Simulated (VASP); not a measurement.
Write the native input for VASP 6.6.1 that does the following.

* Task: relaxation of cell and atoms
* Functional: PBEsol
* Dispersion: rVV10
* Potentials or basis: VASP PAW PBE potentials, release 64 (Zr_sv)
* Cutoff: 600 eV
* k mesh: 10 × 10 × 10
* Occupations: fermi-dirac, width 0.05 eV
* Spin: no spin polarisation
* Further INCAR settings: ALGO = Fast; EDIFF = 1e-06; IBRION = 2; EDIFFG = -0.005; NSW = 60; ISIF = 3

The structure of Zr lies in POSCAR:

```
Zr
1.0
   -1.8100000000      1.8100000000      1.8100000000
    1.8100000000     -1.8100000000      1.8100000000
    1.8100000000      1.8100000000     -1.8100000000
Zr
1
Direct
    0.0000000000      0.0000000000      0.0000000000
```

This isn't the form of Zr at room conditions, which is hcp.

These files were run (other wordings do the same):

INCAR

```
ALGO = Fast
BPARAM = 20.0
CPARAM = 0.0093
EDIFF = 1E-6
EDIFFG = -0.005
ENCUT = 600
GGA = PS
IBRION = 2
ISIF = 3
ISMEAR = -1
IVDW_NL = 2
LASPH = T
LCHARG = F
LREAL = F
LUSE_VDW = T
LWAVE = F
NELM = 100
NSW = 60
PREC = Accurate
SIGMA = 0.05
```

KPOINTS

```
k-points
0
Gamma
  10 10 10
```

Potentials or basis: VASP PAW PBE potentials, release 64 (Zr_sv).

Run with:

```console
$ cat potpaw_PBE.64/Zr_sv/POTCAR > POTCAR
$ mpirun -np 1 vasp_std > vasp.out
```

It gave:

| Item | Value |
| --- | --- |
| Relaxed volume | 21.65 Å³/atom |
| Relaxed cell | a = 3.041 Å, b = 3.041 Å, c = 3.041 Å, α = 109.47°, β = 109.47°, γ = 109.47° |
| Space group after relaxing (to 0.05 Å) | Im-3m (No. 229) |
| Energy gained by relaxing | 51.3 meV/atom |
| Ionic steps | 6 |
| Pressure after relaxing | 0.0 GPa |
| Band gap on the k mesh | none (metal or under the smearing width) |

Caveat: the PAW data sets were made with another functional, which shifts forces and pressure a little.

It took 8.8 min on 1 thread of Intel(R) Xeon(R) Platinum 8175M CPU @ 2.50GHz (Skylake/Cascade Lake), with other jobs on the host, peak memory 0.27 GiB.
